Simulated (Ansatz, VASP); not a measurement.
## Re in VASP and in Ansatz

File INCAR:

```
PREC     = Accurate       # precision mode
ENCUT    = 520            # plane-wave cutoff, eV
EDIFF    = 1E-8           # SCF threshold, eV
ISMEAR   = -1             # smearing method
SIGMA    = 0.03           # smearing width, eV
LREAL    = False          # projectors in reciprocal space
LASPH    = True           # aspherical terms in the spheres
NELM     = 60             # most SCF steps
ALGO     = Normal         # electronic algorithm
ISIF     = 2              # what is computed and relaxed
LWAVE    = False          # write WAVECAR
LCHARG   = False          # write CHGCAR
GGA      = PE             # functional
LEFG     = True         
NBANDS   = 10             # bands
```

KPOINTS

```
Automatic mesh
0
Gamma
  14 14 14
```

Contents of POSCAR:

```
Re
1.0
    0.0000000000      1.9750000000      1.9750000000
    1.9750000000      0.0000000000      1.9750000000
    1.9750000000      1.9750000000      0.0000000000
Re
1
Direct
    0.0000000000      0.0000000000      0.0000000000
```

Input for Ansatz:

```yaml
crystal:
  lattice:
    - [0.0, 1.975, 1.975]
    - [1.975, 0.0, 1.975]
    - [1.975, 1.975, 0.0]
  atoms:
    - { symbol: Re, position: [0.0, 0.0, 0.0] }
kpoints:
  mp_grid: { grid: [14, 14, 14] }
  band_path:
    path:
      - [0.0, 0.0, 0.0]
      - [0.5, 0.0, 0.5]
      - [0.625, 0.25, 0.625]
      - [0.375, 0.375, 0.75]
      - [0.0, 0.0, 0.0]
      - [0.5, 0.5, 0.5]
      - [0.5, 0.25, 0.75]
      - [0.5, 0.0, 0.5]
    npoints: 8
scf:
  occupations: { method: fermi_dirac, width: 0.03 }
hamiltonian:
  xc: pbe
  pseudopotentials: { kind: paw }
output:
  forces: true
  stress: true
  eigenvalues: true
  efg: { contact_densities: true }
  populations: true
  bader: true
  dos: { projected: true, de: 0.2, e_range: [-14, 8] }
```

Alike in both runs: task electric field gradients; functional PBE; k mesh 14 × 14 × 14; occupations fermi-dirac, width 0.03 eV; no spin polarisation.

|  | VASP | Ansatz |
| --- | --- | --- |
| version | VASP 6.6.1 | Ansatz 0.2.0 |
| potentials or method | VASP PAW PBE potentials, release 64 (Re) | PAW with Ansatz's default frozen-core files, scalar-relativistic |
| plane-wave cutoff (eV) | 520 | 420 |
| valence electrons in the cell | 7 | 15 |

```csv
,VASP,Ansatz,Ansatz less VASP
pressure (GPa),-9.8,-9.1,+0.69
Vzz of the field gradient on the site that differs most (V/Å²),0.0,0.0,0.00
```

The two sets of potentials don't hold the same shells in valence. Ansatz warned: «gradients_without_spin_orbit».

Spin-orbit coupling is left out, which matters for the levels of Re.
